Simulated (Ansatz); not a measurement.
Crystal: GaCuSe2.

```
CELL_PARAMETERS angstrom
-2.80955 2.80955 5.51300
2.80955 -2.80955 5.51300
2.80955 2.80955 -5.51300
ATOMIC_POSITIONS crystal
Se 0.12562 0.62500 0.00062
Se 0.87500 0.87438 0.49938
Se 0.62438 0.12500 0.99938
Se 0.37500 0.37562 0.50062
Ga 0.25000 0.75000 0.50000
Ga 0.50000 0.50000 0.00000
Cu 0.75000 0.25000 0.50000
Cu 0.00000 0.00000 0.00000
```

* Program: Ansatz 0.2.0
* Task: relaxation of cell and atoms
* Functional: PBEsol
* Potentials or basis: Ansatz PAW
* Cutoff: 420 eV (not typed: the program's choice for these potentials)
* k mesh: 7 × 7 × 7
* Occupations: fermi-dirac, width 0.05 eV
* Spin: no spin polarisation

At the start: volume 21.76 Å³/atom.

Where does the relaxation end?

It ends after 5 steps and the volume is 21.47 Å³/atom (-1.3 %); space group I-42d (No. 122, to 0.05 Å).

Step by step:
```csv
step,energy change (eV),largest force (eV/Å),volume (Å³)
1,0.0000,0.4329,174.07
2,-0.0426,0.1520,172.76
3,-0.0497,0.0304,171.89
4,-0.0501,0.0007,171.79
5,-0.0495,0.0007,171.79
```

Final structure:
```
Se Ga Cu
1.0
    -2.78494    2.78494    5.53728
     2.78494   -2.78494    5.53728
     2.78494    2.78494   -5.53728
Se Ga Cu
4 2 2
Direct
  0.11679 0.62500 0.99179
  0.87500 0.88321 0.50821
  0.63321 0.12500 0.00821
  0.37500 0.36679 0.49179
  0.25000 0.75000 0.50000
  0.50000 0.50000 0.00000
  0.75000 0.25000 0.50000
  0.00000 0.00000 0.00000
```

Caveat: the plane-wave basis is chosen anew once the cell has moved, so the energies of steps on either side of that aren't comparable; the PAW data sets come from PBE, with cores solved anew for the run's functional, which leaves a small shift of forces and pressure.
